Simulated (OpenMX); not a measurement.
Bi:

```
Bi
1.0
     3.23838    0.00000    0.00000
     0.00000    3.22164    0.00000
    -0.08045    0.00000    6.44389
Bi
2
Direct
  0.54425 0.00000 0.74958
  0.45575 0.00000 0.25042
```

This isn't the form of Bi at room conditions, which is rhombohedral.

- Program: OpenMX 3.8.5
- Task: single point
- Functional: PBE
- Potentials or basis: OpenMX 2013 PBE set, Bi8.0-s3p2d2f1, grid cutoff 500 Ry
- k mesh: 9 × 9 × 5
- Occupations: fermi-dirac, width 0.05 eV
- Spin: no spin polarisation

On this cell: pressure 3.3 GPa; largest force 0.041 eV/Å; band gap on the k mesh none (metal or under the smearing width).

The same run follows on a disturbed copy (atoms moved at random, drawn with an rms of 0.05 Å):

```
Bi
1.0
     3.23838    0.00000    0.00000
     0.00000    3.22164    0.00000
    -0.08045    0.00000    6.44389
Bi
2
Cartesian
  1.7380 0.0023 4.8347
  1.4650 0.0410 1.5556
```

Q: What does the disturbed cell give?

A: The energy (extrapolated to zero smearing) moves by +1.2 meV/atom; pressure 3.3 GPa; largest force 0.143 eV/Å; band gap on the k mesh none (metal or under the smearing width).

Forces on the atoms (eV/Å):
```
Bi   0.041 -0.010 -0.136
Bi  -0.044  0.010  0.135
```

Caveats: spin-orbit coupling is left out, which moves the levels of the heavy elements; the basis of atomic orbitals isn't converged, which shifts pressures, moduli and gaps.
